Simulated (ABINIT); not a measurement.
The system is PbF2 (Fluorocronite).

```
Pb F
1.0
     0.00000    2.96366    2.96366
     2.96366    0.00000    2.96366
     2.96366    2.96366    0.00000
Pb F
1 2
Direct
  0.00000 0.00000 0.00000
  0.75000 0.75000 0.75000
  0.25000 0.25000 0.25000
```

Program: ABINIT 10.8.3 (patched build). Alike in all runs: no spin polarisation; cell as given; smearing fermi-dirac 0.05 eV.

**Question.** Order these runs on this cell by their pressure, lowest first.
A. level r2SCAN; potentials or basis JTH PAW PBE v2.0; k mesh 6 × 6 × 6; cutoff (eV) 762; fine-grid cutoff 1360.57 eV
B. level rPW86PBE; potentials or basis JTH PAW PBE v2.0; k mesh 8 × 8 × 8; cutoff (eV) 626; fine-grid cutoff 1224.51 eV
C. level LDA; potentials or basis JTH PAW LDA v2.0; k mesh 6 × 6 × 6; cutoff (eV) 626; fine-grid cutoff 1224.51 eV

**Answer.** C (-4.7 GPa), A (-1.0 GPa), B (4.1 GPa).

Caveats: the PAW data sets were made with another functional, which shifts forces and pressure a little (some runs).

Runs at the PBE level aren't shown here.
